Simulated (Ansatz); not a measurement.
Pb:

```
CELL_PARAMETERS angstrom
3.03861 -1.75032 0.00000
3.03861 1.75032 0.00000
-2.11546 0.00000 6.09522
ATOMIC_POSITIONS crystal
Pb 0.90851 0.90851 0.72629
Pb 0.09149 0.09149 0.27371
```

This isn't the form of Pb at room conditions, which is fcc.

- Program: Ansatz 0.2.0
- Task: relaxation of cell and atoms
- Functional: PBEsol
- Potentials or basis: all-electron LAPW, scalar-relativistic
- Basis error allowed: 0.001 eV/atom
- k mesh: 9 × 9 × 5
- Occupations: fermi-dirac, width 0.05 eV
- Spin: no spin polarisation

At the start: volume 32.42 Å³/atom.

**Question.** How do energy, volume and symmetry change on relaxing?

**Answer.** Over 12 steps the energy falls by 77.3 meV/atom and the volume is 30.05 Å³/atom (-7.3 %); space group C2/m (No. 12, to 0.05 Å).

Step by step:
| step | energy change (eV) | largest force (eV/Å) | volume (Å³) |
| --- | --- | --- | --- |
| 1 | 0.0000 | 0.1366 | 64.84 |
| 2 | -0.0172 | 0.0412 | 61.99 |
| 3 | -0.0187 | 0.0203 | 62.23 |
| 4 | -0.0384 | 0.0125 | 63.12 |
| 5 | -0.0742 | 0.2097 | 62.45 |
| 6 | -0.1254 | 0.1442 | 59.99 |
| 7 | -0.1412 | 0.0384 | 59.83 |
| 8 | -0.1503 | 0.0119 | 60.08 |
| 9 | -0.1528 | 0.0049 | 60.23 |
| 10 | -0.1529 | 0.0002 | 60.14 |
| 11 | -0.1532 | 0.0063 | 60.10 |
| 12 | -0.1546 | 0.0064 | 60.10 |

Final structure:
```cif
data_structure
_symmetry_space_group_name_H-M 'P 1'
_symmetry_Int_Tables_number 1
_cell_length_a 3.5264
_cell_length_b 3.5264
_cell_length_c 7.0123
_cell_angle_alpha 121.363
_cell_angle_beta 121.363
_cell_angle_gamma 59.421
_cell_volume 60.10
loop_
_atom_site_label
_atom_site_type_symbol
_atom_site_fract_x
_atom_site_fract_y
_atom_site_fract_z
_atom_site_occupancy
Pb1 Pb 0.00017 0.00017 0.75025 1
Pb2 Pb 0.99983 0.99983 0.24975 1
```
